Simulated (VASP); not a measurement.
A run of VASP 6.6.1:

POSCAR

```
Se
1.0
    4.4236565890      0.0000000000      0.0000000000
   -2.2118282945      3.8309989837      0.0000000000
    0.0000000000      0.0000000000      5.0187864228
Se
3
Cartesian
    1.7132821969      2.9674918128      0.0000000000
   -0.4985460976      0.8635071709      3.3458576154
    0.9970921952      0.0000000000      1.6729288074
```

Contents of INCAR.step1:

```
PREC = Accurate ; ENCUT = 520
EDIFF = 1E-6 ; ISMEAR = 0
SIGMA = 0.01 ; LREAL = False
LASPH = True ; NELM = 80
ALGO = Normal ; ISIF = 2
LWAVE = False ; LCHARG = True
LNONCOLLINEAR = True ; MAGMOM = 0 0 0 0 0 0 0 0 0
LORBIT = 11 ; LSORBIT = True
GGA_COMPAT = False ; GGA = B5
ALDAX = 1.0 ; AGGAX = 1.0
AGGAC = 1.0 ; ALDAC = 0.0
IVDW = 11 ; VDW_S6 = 1.0
VDW_S8 = 1.682 ; VDW_SR = 1.094
VDW_SR8 = 1.0 ; NBANDS = 31
```

Contents of KPOINTS.step1:

```
Automatic mesh
0
Gamma
  5 5 5
```

File INCAR.step2:

```
PREC = Accurate ; ENCUT = 520
EDIFF = 1E-6 ; ISMEAR = 0
SIGMA = 0.05 ; LREAL = False
LASPH = True ; NELM = 80
ALGO = Normal ; ISIF = 2
LWAVE = False ; LCHARG = False
LNONCOLLINEAR = True ; MAGMOM = 0 0 0 0 0 0 0 0 0
LORBIT = 11 ; LSORBIT = True
GGA_COMPAT = False ; GGA = B5
ALDAX = 1.0 ; AGGAX = 1.0
AGGAC = 1.0 ; ALDAC = 0.0
IVDW = 11 ; VDW_S6 = 1.0
VDW_S8 = 1.682 ; VDW_SR = 1.094
VDW_SR8 = 1.0 ; NBANDS = 31
ICHARG = 11
```

KPOINTS.step2

```
path GMKGALHA,LM,KH
15
line-mode
reciprocal
 0.0000000000  0.0000000000  0.0000000000  G
 0.5000000000  0.0000000000  0.0000000000  M

 0.5000000000  0.0000000000  0.0000000000  M
 0.3333333333  0.3333333333  0.0000000000  K

 0.3333333333  0.3333333333  0.0000000000  K
 0.0000000000  0.0000000000  0.0000000000  G

 0.0000000000  0.0000000000  0.0000000000  G
 0.0000000000  0.0000000000  0.5000000000  A

 0.0000000000  0.0000000000  0.5000000000  A
 0.5000000000  0.0000000000  0.5000000000  L

 0.5000000000  0.0000000000  0.5000000000  L
 0.3333333333  0.3333333333  0.5000000000  H

 0.3333333333  0.3333333333  0.5000000000  H
 0.0000000000  0.0000000000  0.5000000000  A

 0.5000000000  0.0000000000  0.5000000000  L
 0.5000000000  0.0000000000  0.0000000000  M

 0.3333333333  0.3333333333  0.0000000000  K
 0.3333333333  0.3333333333  0.5000000000  H
```

Potentials or basis: VASP PAW PBE potentials, release 64 (Se).

Command:

```bash
$ cat potpaw_PBE.64/Se/POTCAR > POTCAR
$ cp INCAR.step1 INCAR
$ cp KPOINTS.step1 KPOINTS
$ mpirun -np 1 vasp_ncl > vasp.out
$ cp INCAR.step2 INCAR
$ cp KPOINTS.step2 KPOINTS
$ mpirun -np 1 vasp_ncl > vasp.out
```

Hardware: 1 thread of Intel(R) Xeon(R) Platinum 8488C (Sapphire Rapids) (shared host).

Problem. How long does it take, and how much memory?

Solution. It took 7.2 min on 1 thread of Intel(R) Xeon(R) Platinum 8488C (Sapphire Rapids), on a shared host, peak memory 0.69 GiB. Counts: scf iterations 7, k points 135.
